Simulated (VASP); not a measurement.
**LiH in VASP 6.6.1, single-point calculation**

INCAR

```
LREAL = .FALSE.
ALGO = Conjugate
GGA = CA
PREC = Accurate
NSW = 0
ISMEAR = -1
IBRION = -1
NELM = 82
LWAVE = .FALSE.
LASPH = .TRUE.
NBANDS = 9
EDIFF = 1E-7
ENCUT = 520
SIGMA = 0.02
ISIF = 2
LCHARG = .FALSE.
```

KPOINTS

```
KPOINTS created by Atomic Simulation Environment
0
Gamma
8 8 8
0 0 0
```

POSCAR

```
Li H
 1.0000000000000000
     0.0559000000000000    2.1572000000000000    2.1025999999999998
     2.1665000000000001    0.0342000000000000    2.1242999999999999
     2.1696000000000000    2.1819999999999999    0.0311000000000000
 Li  H
   1   1
Cartesian
  4.3821114699999999  4.3309946399999992  4.2152122699999994
  1.0121713399999999  1.0489741399999999  0.9903589199999998
```

The recommended LDA PAW datasets give the neutral cell 4 valence electrons.

Command

```
mpirun -np 1 vasp_std
```

Question: How does this run end, and what does it give?

Answer: It converged. Results: gap between bands v and c on the k mesh 3.74 eV; least direct gap on the k mesh 4.77 eV; pressure -1.6 GPa; largest force 0.18 eV/Å. Band v is the last that the valence electrons fill when counted band by band, and c is the next.

OSZICAR

```
N       E                     dE             d eps       ncg     rms           ort
DAV:   1    -0.131061603131E+01   -0.13106E+01   -0.22370E+03  2340   0.453E+02
DAV:   2    -0.659879884754E+01   -0.52882E+01   -0.52560E+01  2340   0.563E+01
DAV:   3    -0.669907000134E+01   -0.10027E+00   -0.10023E+00  2340   0.658E+00
DAV:   4    -0.669995893329E+01   -0.88893E-03   -0.88883E-03  2340   0.526E-01
DAV:   5    -0.669996306059E+01   -0.41273E-05   -0.41272E-05  2340   0.266E-02
SDA:   6    -0.616503710899E+01    0.53493E+00   -0.41272E-05  2340   0.290E+00   0.000E+00
CGA:   7    -0.632142967480E+01   -0.15639E+00   -0.15453E+00  2340   0.222E-01   0.708E-02
CGA:   8    -0.633266208271E+01   -0.11232E-01   -0.11214E-01  2340   0.470E-02   0.317E-04
CGA:   9    -0.633398796522E+01   -0.13259E-02   -0.13258E-02  2340   0.223E-03   0.197E-05
CGA:  10    -0.633406253258E+01   -0.74567E-04   -0.74566E-04  2340   0.291E-04   0.205E-07
CGA:  11    -0.633407272832E+01   -0.10196E-04   -0.10196E-04  2340   0.345E-05  -0.283E-08
CGA:  12    -0.633407422680E+01   -0.14985E-05   -0.14986E-05  2340   0.911E-06  -0.439E-09
CGA:  13    -0.633407464969E+01   -0.42289E-06   -0.42290E-06  2340   0.151E-06  -0.764E-10
CGA:  14    -0.633407471136E+01   -0.61670E-07   -0.61668E-07  2340   0.173E-07  -0.116E-11
   1 F= -.63340747E+01 E0= -.63340747E+01  d E =-.837721E-15
```

For comparison, a separate LDA run of the intended cell, on usual settings and not on those above, gives a gap of 3.74 eV on its mesh and a pressure of -1.6 GPa.
